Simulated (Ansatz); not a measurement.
Steps from a short run of molecular dynamics on a 2×2×1 supercell (16 atoms) of AlGaAs₂ (ordering on rocksalt), relaxed with r2SCAN; forces from PBE in the PAW code Ansatz, 2×2×4 mesh, Fermi-Dirac smearing of 0.052 eV, a Langevin thermostat at fixed volume, set at 600 K. Spin polarisation is off, nuclei are classical, and the run is far too short for thermal averages. The structure comes from a prototype and may be hypothetical.

Cell vectors in Å:
```
7.4935 0.0000 0.0000
0.0000 7.4935 0.0000
0.0000 0.0000 5.3000
```

Task: At 28 fs the positions in Å are
```
Al   0.013  -0.029   0.012
As  -0.179   0.089   2.643
Ga   1.937   1.978   2.697
As   1.813   1.918   0.080
Al   0.030   3.650   0.138
As  -0.135   3.787   2.644
Ga   1.791   5.598   2.608
As   1.779   5.602  -0.024
Al   3.774   0.095  -0.085
As   3.751  -0.004   2.597
Ga   5.624   1.818   2.706
As   5.650   1.812   0.039
Al   3.802   3.718   0.047
As   3.796   3.774   2.535
Ga   5.684   5.689   2.647
As   5.761   5.587   0.001
```
What are the forces, and how far does the free energy (smearing included) lie above that of step 0, with the atoms on their sites?

Result: 19.5 meV an atom; forces in eV/Å:
```
Al   0.165   0.145  -0.062
As   0.847  -0.059   0.025
Ga  -0.183  -0.196   0.147
As   0.557  -0.341  -0.237
Al  -0.206   0.340  -0.395
As   0.317   0.003   0.344
Ga   0.144   0.050   0.068
As   0.670  -0.015  -0.061
Al  -0.198  -0.348   0.132
As  -0.223  -0.204   0.064
Ga  -0.612   0.611   0.038
As  -0.297   0.051  -0.173
Al  -0.050   0.174  -0.490
As   0.175   0.116   0.584
Ga  -0.536  -0.099   0.014
As  -0.569  -0.228   0.003
```
